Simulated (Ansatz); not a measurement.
The system is Ca.

```
Ca
1.0
    -2.24000    2.24000    2.24000
     2.24000   -2.24000    2.24000
     2.24000    2.24000   -2.24000
Ca
1
Cartesian
  0.0000 0.0000 0.0000
```

This isn't the form of Ca at room conditions, which is fcc.

```yaml
Program: Ansatz 0.2.0
Task: relaxation of cell and atoms
Functional: PBEsol
Potentials_or_basis: all-electron LAPW, scalar-relativistic
Basis_error_allowed: 0.001 eV/atom
k_mesh: 8 × 8 × 8
Occupations: fermi-dirac, width 0.05 eV
Spin: no spin polarisation
```

At the start: volume 44.96 Å³/atom.

Q: How do energy, volume and symmetry change on relaxing?

A: Over 5 steps the energy falls by 23.4 meV/atom and the volume is 40.40 Å³/atom (-10.1 %); space group Im-3m (No. 229, to 0.05 Å).

The path:
```
step  energy change (eV)  largest force (eV/Å)  volume (Å³)
   1              0.0000                0.0000        44.96
   2             -0.0140                0.0000        43.21
   3             -0.0233                0.0000        40.16
   4             -0.0234                0.0000        40.40
   5             -0.0234                0.0000        40.40
```

Final structure:
```
Ca
1.0
    -2.16166    2.16166    2.16166
     2.16166   -2.16166    2.16166
     2.16166    2.16166   -2.16166
Ca
1
Direct
  0.00000 0.00000 0.00000
```
